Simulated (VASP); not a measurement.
# CdSe in VASP 6.6.1, relaxation

INCAR

```
LASPH = .TRUE.
SIGMA = 0.02
ISMEAR = -1
GGA = CA
PREC = Accurate
NSW = 40
NBANDS = 16
TIME = 0.1
EDIFF = 0.001
ALGO = Damped
ISIF = 3
ENCUT = 600
NELM = 75
LREAL = .FALSE.
IBRION = 1
LWAVE = .FALSE.
EDIFFG = -5E-3
LCHARG = .FALSE.
```

KPOINTS

```
KPOINTS created by Atomic Simulation Environment
0
Gamma
6 6 6
0 0 0
```

POSCAR

```
Cd Se
 1.0000000000000000
    -0.0000000000000000    3.0982259976546396    3.0982259976546396
     3.0982259976546396   -0.0000000000000000    3.0982259976546396
     3.0982259976546396    3.0982259976546396    0.0000000000000000
 Cd  Se
   1   1
Cartesian
  0.0000000000000000  0.0000000000000000 -0.0000000000000000
  1.5491129988273198  1.5491129988273198  1.5491129988273198
```

The recommended LDA PAW datasets give the neutral cell 18 valence electrons.

Command

```
mpirun -np 1 vasp_std
```

OSZICAR

```
N       E                     dE             d eps       ncg     rms           ort
DAV:   1     0.192684181557E+03    0.19268E+03   -0.93754E+03   256   0.122E+03
DAV:   2     0.308998481354E+02   -0.16178E+03   -0.14568E+03   256   0.323E+02
DAV:   3    -0.124623929270E+01   -0.32146E+02   -0.31242E+02   256   0.143E+02
DAV:   4    -0.602292370113E+01   -0.47767E+01   -0.46861E+01   256   0.626E+01
DAV:   5    -0.683973997669E+01   -0.81682E+00   -0.80406E+00   256   0.223E+01
SDA:   6    -0.622060865206E+01    0.61913E+00   -0.13713E+00   256   0.137E+01   0.000E+00
DMP:   7    -0.634468144499E+01   -0.12407E+00   -0.15956E+00   256   0.891E+00   0.111E+01
DMP:   8    -0.647911968279E+01   -0.13444E+00   -0.11414E+00   256   0.447E+00   0.109E+01
DMP:   9    -0.656991072670E+01   -0.90791E-01   -0.63996E-01   256   0.213E+00   0.673E+00
DMP:  10    -0.661893131869E+01   -0.49021E-01   -0.34024E-01   256   0.127E+00   0.336E+00
...
DMP:   2    -0.675649862336E+01   -0.42579E-03   -0.50453E-03   256   0.272E-02   0.366E-02
   9 F= -.67564986E+01 E0= -.67564985E+01  d E =0.819856E-03
       N       E                     dE             d eps       ncg     rms           ort
SDA:   1    -0.675725676626E+01   -0.11839E-02   -0.14401E-03   256   0.144E-02   0.000E+00
DMP:   2    -0.675738330981E+01   -0.12654E-03   -0.15043E-03   256   0.812E-03   0.109E-02
  10 F= -.67573833E+01 E0= -.67573833E+01  d E =-.884686E-03
       N       E                     dE             d eps       ncg     rms           ort
SDA:   1    -0.675747908856E+01   -0.22232E-03   -0.10450E-03   256   0.105E-02   0.000E+00
DMP:   2    -0.675757031006E+01   -0.91222E-04   -0.10633E-03   256   0.569E-03   0.779E-03
  11 F= -.67575703E+01 E0= -.67575702E+01  d E =-.187000E-03
```

From OUTCAR

```
k-points           NKPTS =     16   k-points in BZ     NKDIM =     16   number of bands    NBANDS=     16

   NELECT =      18.0000    total number of electrons

   dimension x,y,z NGX =    36 NGY =   36 NGZ =   36
   dimension x,y,z NGXF=    72 NGYF=   72 NGZF=   72

  energy-cutoff  :      600.00
  volume of cell :       54.26
      direct lattice vectors                 reciprocal lattice vectors
     0.000000000  3.004885882  3.004885882    -0.166395670  0.166395670  0.166395670
     3.004885882  0.000000000  3.004885882     0.166395670 -0.166395670  0.166395670
     3.004885882  3.004885882 -0.000000000     0.166395670  0.166395670 -0.166395670

 k-points in reciprocal lattice and weights: KPOINTS created by Atomic Simulation Env
   0.00000000  0.00000000  0.00000000       0.005
   0.16666667  0.00000000  0.00000000       0.037
   0.33333333  0.00000000  0.00000000       0.037
   0.50000000  0.00000000  0.00000000       0.019
   0.16666667  0.16666667  0.00000000       0.028
   0.33333333  0.16666667  0.00000000       0.111
   0.50000000  0.16666667  0.00000000       0.111
  -0.33333333  0.16666667  0.00000000       0.111
   ...

 E-fermi :   1.3465

 k-point     1 :       0.0000    0.0000    0.0000
  band No.  band energies     occupation
      1     -11.7433      2.00000
      2      -6.9854      2.00000
      3      -6.9854      2.00000
      4      -6.9854      2.00000
      5      -6.5671      2.00000
      6      -6.5671      2.00000
      7       1.1116      1.99998
      8       1.1116      1.99998
      9       1.1116      1.99998
     10       1.5492      0.00007
     11       6.9080      0.00000
     12       6.9080      0.00000
     13       6.9080      0.00000
     14      10.7569      0.00000
     15      12.2876      0.00000
     16      12.2910      0.00000

 k-point     2 :       0.1667    0.0000    0.0000
  band No.  band energies     occupation
      1     -11.6418      2.00000
      2      -6.9533      2.00000
      3      -6.9533      2.00000
      4      -6.8959      2.00000
      5      -6.5684      2.00000
      6      -6.5684      2.00000
      7      -0.7178      2.00000
      8       0.8811      2.00000
      9       0.8811      2.00000
     10       2.9222      0.00000
     11       6.6797      0.00000
     12       7.2504      0.00000
     13       7.2504      0.00000
     14      11.2047      0.00000
     15      11.2047      0.00000
     16      11.4691      0.00000

 k-point     3 :       0.3333    0.0000    0.0000
  band No.  band energies     occupation
      1     -11.4350      2.00000
      2      -6.9002      2.00000
      3      -6.9002      2.00000
      4      -6.5711      2.00000
      5      -6.5565      2.00000
      6      -6.5565      2.00000
      7      -2.6356      2.00000
      8       0.4775      2.00000
      9       0.4775      2.00000
     10       3.3784      0.00000
     11       7.5040      0.00000
     12       7.5040      0.00000
     13       7.5877      0.00000
     14      10.7712      0.00000
     15      11.6564      0.00000
     16      11.6564      0.00000

 ...

  Total        0.0029882      0.0029882      0.0029882      0.0000000     -0.0000000      0.0000000
  in kB        0.0882286      0.0882286      0.0882286      0.0000000     -0.0000000      0.0000000
  external PRESSURE =       0.0882286 kB  Pullay stress =       0.0000000 kB

 POSITION                                       TOTAL-FORCE (eV/Angst)
 -----------------------------------------------------------------------------------
     -0.00000     -0.00000     -0.00000        -0.000000     -0.000000     -0.000000
      1.50244      1.50244      1.50244         0.000000      0.000000      0.000000
 -----------------------------------------------------------------------------------
    total drift:                                0.000000      0.000000      0.000000

  FREE ENERGIE OF THE ION-ELECTRON SYSTEM (eV)
  ---------------------------------------------------
  free  energy   TOTEN  =        -6.7575703101 eV

  energy  without entropy=       -6.7575701557  energy(sigma->0) =       -6.75757023
```

| ionic step | ΔE (meV/atom) | volume (Å³) | largest force (eV/Å) | pressure (GPa) | electronic steps |
| --- | --- | --- | --- | --- | --- |
| 1 | 0.0 | 59.48 | 0.000 | -4.42 | 19 |
| 2 | -26.8 | 52.69 | 0.000 | 2.26 | 17 |
| 3 | -32.9 | 54.69 | 0.000 | -1.79 | 12 |
| 4 | -32.2 | 53.77 | 0.000 | 1.00 | 10 |
| 5 | -32.7 | 54.09 | 0.000 | 1.64 | 4 |
| 6 | -30.4 | 53.29 | 0.000 | 1.60 | 10 |
| 7 | 738.6 | 38.97 | 0.000 | 42.99 | 22 |
| 8 | -33.4 | 54.24 | 0.000 | -0.20 | 23 |
| 9 | -33.0 | 54.12 | 0.000 | 1.43 | 2 |
| 10 | -33.4 | 54.23 | 0.000 | 0.38 | 2 |
| 11 | -33.5 | 54.26 | 0.000 | 0.01 | 2 |

It converged. Results: relaxed cell vector lengths 4.250, 4.250, 4.250 Å; relaxed cell volume 54.26 Å³.

These settings aren't sound, so the numbers aren't properties of the crystal.

On sound settings the LDA relaxation ends at 54.63 Å³.

The run took about 1.9 min on one core of a shared host (Intel Xeon Platinum 8488C) and held 0.2 GiB at most.
